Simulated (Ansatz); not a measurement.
# Electron scattering at the Σ3 (112) boundary in fcc Pt with Al (substitutional), part 2 of 2

How much does the Σ3 (112) boundary in fcc Pt with Al (substitutional) reflect electrons?

Ansatz 0.2.0; Ansatz plane-wave DFT, PBE, PAW files; relaxation of a bicrystal slab with its lowest layers held; PAW set soft_1 (the session's first sound run).

So far. Step 2 (Relaxing the bicrystal): The largest force component on a free atom ends at 0.025 eV/Å, under the tolerance of 0.03, after 12 steps.

**3. Transmission across the boundary**

Bulk layers of each grain are laid under and over the relaxed boundary, and a lead is named in the middle of each, away from the free faces. The mesh across the current, 22×10, is finer than the density's, because channels open and close sharply across the zone. Energies from -0.1 to 0.1 eV in steps of 0.05 eV are too few for the program's thermal sum, so it prints no conductance; for a metal the transmission near the Fermi level serves, at a fraction of the cost.

This step: Ansatz plane-wave DFT, PBE, PAW files; ballistic transport by layer matching (Landauer), zero bias; boundary relaxed in a short slab, bulk layers laid on; PAW set soft_1 (Ansatz 0.2.0).

System of this step: Σ3 (112) boundary in fcc Pt with Al (substitutional). The cell holds 53 atoms: 52 Pt and 1 Al. Its edges and angles: a = 2.773 Å, b = 6.793 Å, c = 50.096 Å, α = 90.0°, β = 90.0°, γ = 90.0°. It derives from Pt. Regions: lower grain, 22 atoms (22 Pt); boundary, 14 atoms (13 Pt and 1 Al); upper grain, 17 atoms (17 Pt). Vacuum lies along c.

The input, input.yaml:

```yaml
crystal:
  lattice:
    - [2.7731313745, 0.0, 0.0]
    - [0.0, 6.7927568571, 0.0]
    - [0.0, 0.0, 50.0959363479]
  atoms:
    - { symbol: Pt, position: [-14.4999999996, 9.6666666666, 0.0798467958] }
    - { symbol: Pt, position: [-13.9999999996, 9.3333333333, 0.095826816] }
    - { symbol: Pt, position: [-13.4999999996, 9.0, 0.1118068361] }
    - { symbol: Pt, position: [-12.9999999997, 8.6666666666, 0.1277868563] }
    - { symbol: Pt, position: [-12.4999999997, 8.3333333333, 0.1437668764] }
    - { symbol: Pt, position: [-11.9999999997, 8.0, 0.1597468966] }
    - { symbol: Pt, position: [-11.4999999997, 7.6666666666, 0.1757269168] }
    - { symbol: Pt, position: [-10.9999999997, 7.3333333333, 0.1917069369] }
    - { symbol: Pt, position: [-10.4999999997, 7.0, 0.2076869571] }
    - { symbol: Pt, position: [-9.9999999998, 6.6666666666, 0.2236669772] }
    - { symbol: Pt, position: [-9.4999999998, 6.3333333333, 0.2396469974] }
    - { symbol: Pt, position: [-8.9999999998, 6.0, 0.2556270176] }
    - { symbol: Pt, position: [-8.4999999998, 5.6666666666, 0.2716070377] }
    - { symbol: Pt, position: [-7.9999999998, 5.3333333333, 0.2875870579] }
    - { symbol: Pt, position: [-7.4999999999, 5.0, 0.303567078] }
    - { symbol: Pt, position: [-6.9999999999, 4.6666666666, 0.3195470982] }
    - { symbol: Pt, position: [-6.4999999999, 4.3333333333, 0.3355271184] }
    - { symbol: Pt, position: [-5.9999999999, 4.0, 0.3515071385] }
    - { symbol: Pt, position: [-5.4999999999, 3.6666666666, 0.3674871587] }
    - { symbol: Pt, position: [-4.9999999999, 3.3333333333, 0.3834671789] }
    - { symbol: Pt, position: [-4.5, 3.0, 0.399447199] }
    - { symbol: Pt, position: [-4.0, 2.6666666666, 0.4154272192] }
    - { symbol: Pt, position: [0.5, 0.3333333333, 0.4314072393] }
    - { symbol: Pt, position: [0.0, -0.0066235268, 0.4483316271] }
    - { symbol: Pt, position: [0.5, 0.6617999165, 0.4658741189] }
    - { symbol: Pt, position: [0.0, 0.3251996154, 0.4808106741] }
    - { symbol: Pt, position: [0.5, -0.006893214, 0.4985438062] }
    - { symbol: Pt, position: [0.0, 0.664784579, 0.5155526993] }
    - { symbol: Pt, position: [0.5, 0.3209963082, 0.5312345842] }
    - { symbol: Al, position: [0.0, 0.0063059199, 0.5428328859] }
    - { symbol: Pt, position: [0.0, 0.5557162383, 0.5672208719] }
    - { symbol: Pt, position: [0.5, -0.1057889928, 0.581830185] }
    - { symbol: Pt, position: [0.0, 0.2194558081, 0.5984309317] }
    - { symbol: Pt, position: [0.5, 0.5516372399, 0.6156180148] }
    - { symbol: Pt, position: [0.0, -0.1133541158, 0.6326959095] }
    - { symbol: Pt, position: [0.5, 0.218949078, 0.6484928615] }
    - { symbol: Pt, position: [-4.0, 2.5522824113, 0.6644728816] }
    - { symbol: Pt, position: [-4.5, 2.8856157447, 0.6804529018] }
    - { symbol: Pt, position: [-4.9999999999, 3.218949078, 0.696432922] }
    - { symbol: Pt, position: [-5.4999999999, 3.5522824113, 0.7124129421] }
    - { symbol: Pt, position: [-5.9999999999, 3.8856157447, 0.7283929623] }
    - { symbol: Pt, position: [-6.4999999999, 4.218949078, 0.7443729824] }
    - { symbol: Pt, position: [-6.9999999999, 4.5522824113, 0.7603530026] }
    - { symbol: Pt, position: [-7.4999999999, 4.8856157447, 0.7763330228] }
    - { symbol: Pt, position: [-7.9999999998, 5.218949078, 0.7923130429] }
    - { symbol: Pt, position: [-8.4999999998, 5.5522824113, 0.8082930631] }
    - { symbol: Pt, position: [-8.9999999998, 5.8856157447, 0.8242730832] }
    - { symbol: Pt, position: [-9.4999999998, 6.218949078, 0.8402531034] }
    - { symbol: Pt, position: [-9.9999999998, 6.5522824113, 0.8562331236] }
    - { symbol: Pt, position: [-10.4999999997, 6.8856157447, 0.8722131437] }
    - { symbol: Pt, position: [-10.9999999997, 7.218949078, 0.8881931639] }
    - { symbol: Pt, position: [-11.4999999997, 7.5522824113, 0.904173184] }
    - { symbol: Pt, position: [-11.9999999997, 7.8856157447, 0.9201532042] }
kpoints:
  mp_grid: { grid: [9, 4, 1] }
hamiltonian:
  xc: pbe
  pseudopotentials: { kind: paw, azcp: { folder: soft_1 } }
scf:
  occupations: { method: fermi_dirac, width: 0.1 }
output:
  transmission:
    leads: [[12, 13], [43, 44]]
    kmesh: [22, 10]
    e_range: [-0.1, 0.1]
    de: 0.05
  write_potential: true
  write_density: true
  volumetric_format: npy
  elf: true
```

Run with:

```
$ ansatz run input.yaml --threads 4 --pin off --max-ram 15360MiB --backend cpu --events-out ev --progress --plain --runs-dir out
```

Numbers of over 12 decimals in the logs are rounded to 6 here.

Output:

```text
[...]
Crystal: 53 atoms, lattice volume = 943.668 Å³
Basis set: ecut = 420 eV, 18589 PW (Γ)
Bands: 564, of which v1, the nominal top of the filled ones, is band 470 counted from 1 (469 counted from 0)
Symmetry: 2 space group operations
[...]
k-points: 15 of 36 (time reversal used)
[...]
SCF iter   1: F=—  HF=-651840.010367 eV  |F-HF|=—  |Δ(HF+E_count)|=         —  Δρ=8.21e-2  dr2=1.53e2  ethr=3.10e-3  ⟨swp⟩=6.1  Hψ=29750  notcnv=0  defer=313
[...]
SCF iter  13: F=-651821.170719 eV  HF=-651821.170719 eV  |F-HF|=2.26e-8  |Δ(HF+E_count)|=   4.77e-9  Δρ=8.36e-7  dr2=2.35e-8  ethr=1.06e-11  ⟨swp⟩=11.8  Hψ=31754  notcnv=0
SCF 1 converged in 13 iterations: F = -651821.170719 eV  dr2 = 2.35e-8
[...]
transmission: 512 of 5112 steps passed
transmission: 1023 of 5112 steps passed
[...]
transmission: 5112 of 5112 steps passed
WARN: The input density's exchange-correlation potential varies sharply where the density is thin. Do not read a vacuum level from v_tot or v_xc, or from such a field of the output density. On a cell that repeats whose density bears no net charge and no dipole along the vacuum's axis use v_es (v_loc + v_h of the components); under efield.dipole_correction with no amplitude use v_es + v_field, which holds any external [...]
SCF converged after 13 iterations
the last check of whether an eigenvalue changes by more than its tolerance under the output density was not made (no_room)
Free energy (F): -651821.170719 eV
[...]
Internal energy: -651818.446583 eV  (E = F + TS)
E sigma→0 (E₀):  -651819.808651 eV
Entropy (-TS):   -2.724136 eV (-51.399 meV/atom)
Fermi energy:    18.698101 eV
[...]
--- Band table (eV; the first three rows and the last of 15) ---
  k-point 0: bands = [... 466 lower, 18.4812, 18.5075, 18.5330, 18.5372, 18.5482, 18.5752, 18.5846, 18.6530, ... 90 higher]
  k-point 1: bands = [... 466 lower, 18.3153, 18.3239, 18.3533, 18.3684, 18.3988, 18.4198, 18.4262, 18.4484, ... 90 higher]
  k-point 2: bands = [... 466 lower, 18.4160, 18.4205, 18.4588, 18.4684, 18.4840, 18.4887, 18.4949, 18.4997, ... 90 higher]
  k-point 14: bands = [... 466 lower, 19.0173, 19.0369, 19.0443, 19.0600, 19.0748, 19.0836, 19.1680, 19.2634, ... 90 higher]
--- Transmission ---
  basis      : 167 plane waves across, 71 finite elements along
  points     : 72, standing for a mesh of 22 x 10
  energies   : 5 from -0.100000 to 0.100000 eV about the Fermi level, 0.050000 eV apart; the leads are filled to 0.000000 eV, and channels, transmission and decay are at 0.000000 eV
  crystal 0  : Pt3, at the sites [12, 13], period 2.4016 Å, over 18.41 Å; its Hamiltonian steps by up to 11.4 meV
    offset         : up to 0.0000 Å between an atom of the period and one for which it stands
    channels       : 4.950000e0 a spin
    conductance    : none, the energies end too early or step too widely for 300 K: set another output.transmission.e_range or a lower de, or, where they end at an eighth of basis.ecutwfc, a higher one
[...]
channels       : 4.977273e0 a spin
[...]
junction   : crystal 0 to crystal 1, 13.71 to 37.39 Å
    transmission   : 1.810096e0 a spin
[...]
```

Run time: 18 min. Hardware: 4 threads of Arm Neoverse V1, shared host; peak memory 11 GiB.

Reading the cycles: dr2 is the Hartree energy of the density residual (eV), the measure of convergence; HF is the Harris–Foulkes estimate of the energy, which meets the free energy F at convergence.

This step gave:

```
free energy                                    : -651821.1707 eV
energy at zero smearing                        : -651819.8087 eV
Fermi energy                                   : 18.70 eV
cell area                                      : 18.84 Å²
transmission per spin nearest the Fermi level  : 1.810
open channels per spin nearest the Fermi level : 4.95
open channels per spin, upper lead             : 4.977
step of the lead's potential                   : 11.4 meV
step of the upper lead's potential             : 29.8 meV
```

Per spin. Table of transmission, zone mean by energy, zero at the Fermi level:

```csv
energy (eV),"transmission, zone mean"
-0.1000,1.95
-0.0500,1.91
0.0000,1.81
0.0500,1.78
0.1000,1.75
```

Per spin. The open channels, zone mean by energy, zero at the Fermi level:

```csv
energy (eV),lead,upper lead
-0.1000,5.63,5.66
-0.0500,5.61,5.65
0.0000,4.95,4.98
0.0500,4.45,4.50
0.1000,4.19,4.22
```

Transmission over k1 and k2. At 0.0000 eV from the Fermi level.

Ten even steps from '0' (0.32) to '9' (2.53):
```
7648788887888788887846
3547888876797678888745
3457778765686567877754
8517537656595656735715
9805662266898662266508
8517537656595656735715
3457778765686567877754
3547888876797678888745
7648788887888788887846
7545777776979677777545
```
Columns: k1 (b1) from -0.5 to 0.455; rows upwards: k2 (b2) from -0.5 to 0.4.

Open channels over k1 and k2. At 0.0000 eV from the Fermi level.

Ten even steps from '0' (2.00) to '9' (8.00):
```
3658566666686666665856
6515666653363356666515
6533566531565135665335
9603156313585313651306
6601551033888330155106
9603156313585313651306
6533566531565135665335
6515666653363356666515
3658566666686666665856
3393333333666333333393
```
Columns: k1 (b1) from -0.5 to 0.455; rows upwards: k2 (b2) from -0.5 to 0.4.

Valence density in the cb plane at fractional x = 0.000, with atoms of Pt and Al within 0.2 Å of it. It is the smooth field of the valence electrons, not physical close to the nuclei.

Ten even steps from '0' (0 e/Å³) to '9' (11 e/Å³), each cell a mean:
```
00000000279620000000000000000000003652000000
00000000124200000000000000000000015995100000
00000000000000000000000000000000014884000000
00000110000000000001100000000000001331000000
00003652000000000136520000000000000000000000
00015994100000000169830000110000000000011000
00014874000000000158730003652000000000156310
00001331000000000023310015994100000000389620
00000000000000000000000015883000000000378610
11100000000000110000000001331000000000133200
46410000000002552000000000000000000000000000
79720000000015994100000000000011000000000000
68620000000014884000000000000256300000000013
23200000000002441000000000000489610000000016
00000000000000000000000000000378510000000015
00000000011000000000000000000133200000000002
00000000145410000000000000000000000000000000
00000000379720000000000000000000000110000000
```
Columns run along c (16.0 Å, from fractional 0.38 to 0.70 of the cell), rows up along b (6.8 Å). Atoms in or near the plane, at fractional coordinates: Pt at (0.38, 0.33), Pt at (0.42, 0.67), Pt at (0.45, 0.99), Pt at (0.48, 0.33), Pt at (0.52, 0.66), Al at (0.54, 0.01), Pt at (0.57, 0.56), Pt at (0.60, 0.22), Pt at (0.63, 0.89), Pt at (0.66, 0.55), Pt at (0.70, 0.22).

Electrostatic potential energy in the cb plane at fractional x = 0.000, with atoms of Pt and Al within 0.2 Å of it. With pseudopotentials it is smooth inside the atoms' cores, unlike the true potential.

Ten even steps from '0' (-53 eV) to '9' (22 eV), each cell a mean:
```
99999998400048999999978987999999973114899999
99999999732379999999987778999999961001799999
99999999987899999999999899999999962002799999
99997557999999999975689999999999985335899999
99973114899999999721148999999999998888999999
99961002699999999510027997568999999999866799
99962002799999999510038973114899999998511269
99985336899999999842369951002799999998200048
99998889999999999988899961002799999998300159
65689999999998668999999985336899999999632479
10259999999984114899999999889999999999987899
00038999999961001799999999999865799999999987
00148999999962002799999999998411379999999972
43479999999985225899999999997200159999999850
88899999999998778999999999997300169999999951
99999999876789999999987778999632489999999984
99999999621269999999978887999987899999999998
99999998300048999999879997899999997668999999
```
Columns run along c (16.0 Å, from fractional 0.38 to 0.70 of the cell; values clipped at the 3rd and 97th percentile), rows up along b (6.8 Å). Atoms in or near the plane, at fractional coordinates: Pt at (0.38, 0.33), Pt at (0.42, 0.67), Pt at (0.45, 0.99), Pt at (0.48, 0.33), Pt at (0.52, 0.66), Al at (0.54, 0.01), Pt at (0.57, 0.56), Pt at (0.60, 0.22), Pt at (0.63, 0.89), Pt at (0.66, 0.55), Pt at (0.70, 0.22).

ELF in the cb plane at fractional x = 0.000, with atoms of Pt and Al within 0.2 Å of it. It is the smooth field of the valence electrons, not physical close to the nuclei.

Ten even steps from '0' (0.03) to '9' (0.59), each cell a mean:
```
33344334799984334445750016754433348998532333
22233333578863223344686247654433369999633444
21233334445432112334578655544433369998533443
22235665443332222356666533344322357886433333
32358997433343323589975433343321234444433332
33369998533444333699985445665322233334466542
43358999533344333699985558998433334334699963
33346887422234333478864469999533444334899974
33444444321233333344433369998433444335899963
66644333321235554333333347886333333223688743
99863334332358997433333334455433332122444444
99974334433369998533444433344466532122333445
99984334443358999533445432234789853223433358
78863223333347887422345542236899974334433469
44432112333344554322357763236999863334433479
33332223456544333322356544334688743333322358
33333224799853334434441003543444444333321234
33444334899974334445630504754433345665321233
```
Columns run along c (16.0 Å, from fractional 0.38 to 0.70 of the cell), rows up along b (6.8 Å). Atoms in or near the plane, at fractional coordinates: Pt at (0.38, 0.33), Pt at (0.42, 0.67), Pt at (0.45, 0.99), Pt at (0.48, 0.33), Pt at (0.52, 0.66), Al at (0.54, 0.01), Pt at (0.57, 0.56), Pt at (0.60, 0.22), Pt at (0.63, 0.89), Pt at (0.66, 0.55), Pt at (0.70, 0.22).

Over the solved energies the transmission per spin lies between 1.75 and 1.95, out of 4.96 channels of the lead on average (up to 5.63). The log calls the step of a lead's potential too much.

**4. Specific resistance**

This step: Ansatz plane-wave DFT, PBE, PAW files; ballistic transport by layer matching (Landauer), zero bias; specific resistance of the boundary; PAW set soft_1 (Ansatz 0.2.0).

This step gave:

- area resistance: 0.8326 fΩ m²
- T over the leads' mean channel count: 0.3694

Averaged over the energies near the Fermi level, 36.9 % of the channels pass, which makes 0.833 fΩ m².

By hand, with T and the leads' channels N averaged over the energies near the Fermi level: RA = A (h/2e²)(1/T − ½[1/N₁ + 1/N₂]) = 18.84×10⁻²⁰ m² × 12 906 Ω × (1/1.841 − ½[1/4.965 + 1/5.005]) = 0.833 fΩ m².

**5. Outcome**

- specific resistance of the boundary: 0.833 fΩ m²
- share of channels that pass: 0.369

In words: The boundary has a specific resistance of 0.83 fΩ m². The boundary reflects 63 % of the channels; 0.83 fΩ m² is 8.3×10⁻¹² Ω·cm². That equals the resistance of 7.7 nm of bulk Pt at 300 K (measured 10.8 µΩ cm, CRC Handbook of Chemistry and Physics, 84th ed., 2003, Electrical Resistivity of Pure Metals). One Al in 18.8 Å² of boundary is a high coverage. In the relaxation the upper grain slid sideways by about 0.8 Å, so the result belongs to the position that it found, not to the starting one. Each plane of this narrow cell holds one atom, so the solute fills a whole plane. One starting structure was relaxed; another shift or atom count at the boundary may lie lower. Spin-orbit coupling is left out, which matters for Pt. A lead's potential steps by up to 30 meV from period to period, which the log calls too much, so longer leads could move the result.

[Logs are printed without paths, hosts, clocks, repeated set-up lines and the standing remarks that a program may print on its own settings, such as how far it seeks lower states.]

[Hosts, paths, dates, database ids (printed as entryN), source tags and the programs' standing remarks are cut or masked in the printed files.]
